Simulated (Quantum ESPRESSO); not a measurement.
Runs of Quantum ESPRESSO 7.5 on Ni. Symmetry: P6_3/mmc, No. 194, hexagonal system. Conventional cell: a = 2.448 Å, b = 2.448 Å, c = 4.073 Å, α = 90.00°, β = 90.00°, γ = 120.00°. Around Ni (site symmetry -6m2) lie 12 Ni at 2.45 to 2.48 Å. This isn't the form of Ni at room conditions, which is fcc.

```csv
cell,gap on the mesh (eV),pressure (GPa),moment (μB)
relaxed to 20 GPa,none,20.1,(a)
relaxed to 2 GPa,none,2.0,1.35
relaxed to 30 GPa,none,30.0,1.32
relaxed to 5 GPa,none,5.0,1.35
relaxed to 10 GPa,none,10.0,1.34
```

Alike in all rows: task relaxation of cell and atoms; level PBEsol; potentials or basis GBRV 1.5 PBEsol; spin collinear, ferromagnetic start; k mesh 10 × 10 × 6; cutoff (eV) 707; smearing fermi-dirac 0.05 eV.

Q: Fill in the values left out.

A: (a) 1.33.

A gap of «none» marks a metal or a gap under the smearing width.
